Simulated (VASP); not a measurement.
## Mg: core levels with PBE

Mg:

```
CELL_PARAMETERS angstrom
6.41860 0.00000 0.00000
-3.20930 5.55867 0.00000
0.00000 0.00000 10.42060
ATOMIC_POSITIONS crystal
Mg 0.16667 0.33333 0.12500
Mg 0.16667 0.33333 0.62500
Mg 0.16667 0.83333 0.12500
Mg 0.16667 0.83333 0.62500
Mg 0.66667 0.33333 0.12500
Mg 0.66667 0.33333 0.62500
Mg 0.66667 0.83333 0.12500
Mg 0.66667 0.83333 0.62500
Mg 0.33333 0.16667 0.37500
Mg 0.33333 0.16667 0.87500
Mg 0.33333 0.66667 0.37500
Mg 0.33333 0.66667 0.87500
Mg 0.83333 0.16667 0.37500
Mg 0.83333 0.16667 0.87500
Mg 0.83333 0.66667 0.37500
Mg 0.83333 0.66667 0.87500
```

```json
{
 "Program": "VASP 6.6.1",
 "Task": "core levels",
 "Functional": "PBE",
 "Potentials or basis": "VASP PAW PBE potentials, release 64 (Mg)",
 "Cutoff": "520 eV",
 "k mesh": "6 × 6 × 3",
 "Occupations": "methfessel-paxton, width 0.1 eV",
 "Spin": "no spin polarisation",
 "Further INCAR settings": "ALGO = Normal; EDIFF = 1e-06"
}
```

The pressure is -0.5 GPa. The band gap on the k mesh is none (metal or under the smearing width).

Stress tensor (GPa, compression positive):
```
-0.29  0.00  0.00
 0.00 -0.29  0.00
 0.00  0.00 -1.04
```

Levels at points of the mesh, in eV from the Fermi level:
```tsv
k point	band 12	band 13	band 14	band 15	band 16	band 17	band 18	band 19	band 20	band 21
(0.00, 0.00, 0.00)	-1.01	-1.01	-1.01	-1.01	-1.01	-1.01	-0.37	-0.37	-0.37	-0.37
(0.50, 0.00, 0.00)	-1.89	-0.47	-0.47	-0.02	-0.02	1.07	1.07	1.37	1.37	1.77
```

Core levels (eV, on the scale of the bands):
```csv
atom,levels
1 Mg,"1s -1253.1, 2s -73.5, 2p -40.2"
2 Mg,"1s -1253.1, 2s -73.5, 2p -40.2"
3 Mg,"1s -1253.1, 2s -73.5, 2p -40.2"
4 Mg,"1s -1253.1, 2s -73.5, 2p -40.2"
5 Mg,"1s -1253.1, 2s -73.5, 2p -40.2"
6 Mg,"1s -1253.1, 2s -73.5, 2p -40.2"
```

Wall time 35 s on 4 MPI ranks on Intel(R) Xeon(R) Platinum 8488C (Sapphire Rapids), with other jobs on the host, peak memory 0.45 GiB a rank.
